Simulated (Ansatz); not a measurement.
**GdN: energy and pressure over a range of volumes**

One table from this session's results is given with a row withheld; the runs are named, their logs left out.

Method: DFT PBE, scalar-relativistic, in Ansatz 0.2.0.

### The starting structure

It takes space group Fm-3m (No. 225, cubic). The conventional cell has a = 4.999 Å, b = 4.999 Å, c = 4.999 Å, α = 90.00°, β = 90.00°, γ = 90.00°. Gd (site symmetry m-3m) is surrounded by 6 N at 2.50 Å. Around N (site symmetry m-3m) lie 6 Gd at 2.50 Å.

Coordinates:

```cif
data_structure
_symmetry_space_group_name_H-M 'Fm-3m'
_symmetry_Int_Tables_number 225
_cell_length_a 4.9990
_cell_length_b 4.9990
_cell_length_c 4.9990
_cell_angle_alpha 90.000
_cell_angle_beta 90.000
_cell_angle_gamma 90.000
_cell_volume 124.93
loop_
_atom_site_label
_atom_site_type_symbol
_atom_site_symmetry_multiplicity
_atom_site_Wyckoff_symbol
_atom_site_fract_x
_atom_site_fract_y
_atom_site_fract_z
_atom_site_occupancy
Gd1 Gd 4 a 0.00000 0.00000 0.00000 1
N1 N 4 b 0.50000 0.00000 0.00000 1
```

The file gives the conventional cell by its symmetry; the runs use the cell typed in the input.

The cell is a deposited one (Crystallography Open Database entry 9008638); the temperature and pressure of the measurement aren't taken into account, and nothing was relaxed.

Atoms are numbered in the order of the input: Gd1, N2.

Set-up of the first run:

The input, input.yaml:

```yaml
crystal:
  lattice:
    - [0.0, 2.4489095286, 2.4489095286]
    - [2.4489095286, 0.0, 2.4489095286]
    - [2.4489095286, 2.4489095286, 0.0]
  atoms:
    - { symbol: Gd, position: [0.0, 0.0, 0.0], spin: 7.0 }
    - { symbol: "N", position: [0.5, 0.5, 0.5] }
magnetization:
  spin_polarized: true
kpoints:
  mp_grid: { grid: [13, 13, 13] }
scf:
  occupations: { method: fermi_dirac, width: 0.05 }
hamiltonian:
  xc: pbe
  pseudopotentials: { kind: all_electron, lapw: { basis_error: 0.0005 } }
output:
  forces: true
  stress: true
  eigenvalues: true
```

The run is started by

```console
$ ansatz run input.yaml --threads 1 --pin off --max-ram 3072MiB --backend cpu --events-out ev --progress --plain --runs-dir out
```

Steps of the session up to this table: Volume × 0.9405, LAPW; Volume × 0.9405, PAW; Volume × 0.9405, crystal datasets; Volume × 0.97, LAPW; Volume × 0.97, PAW; Volume × 1.03, LAPW; Volume × 1.03, PAW; Volume × 1.06, LAPW; Volume × 1.06, PAW; Volume × 1.06, crystal datasets.

One table of the session follows, with a row left open; its other results are not shown here.

It belongs to the step «The equation of state». 

| method | volume (Å³/atom) | moment Gd1 (μB) |
| --- | --- | --- |
| LAPW | 14.686 | 6.98 |
| LAPW | 15.147 | 6.98 |
| LAPW | 15.616 | 6.99 |
| LAPW | 16.084 | 6.99 |
| LAPW | 16.553 | 6.99 |
| PAW | 14.686 | ? |
| PAW | 15.147 | 6.86 |
| PAW | 15.616 | 6.87 |
| PAW | 16.084 | 6.88 |
| PAW | 16.553 | 6.88 |
| crystal datasets | 14.686 | 6.84 |
| crystal datasets | 15.616 | 6.87 |
| crystal datasets | 16.553 | 6.88 |

**Question.** Estimate the row for PAW, 14.686.

**Answer.** moment Gd1 (μB): 6.85. In the column «moment Gd1 (μB)» it lies between crystal datasets, 14.686 (6.84) and PAW, 15.147 (6.86).

Caveats from the session: No U acts on the open f shell, so these are results of the method and may differ from the real material's. Warnings in the runs' records: gradients without spin orbit, crystal datasets made.
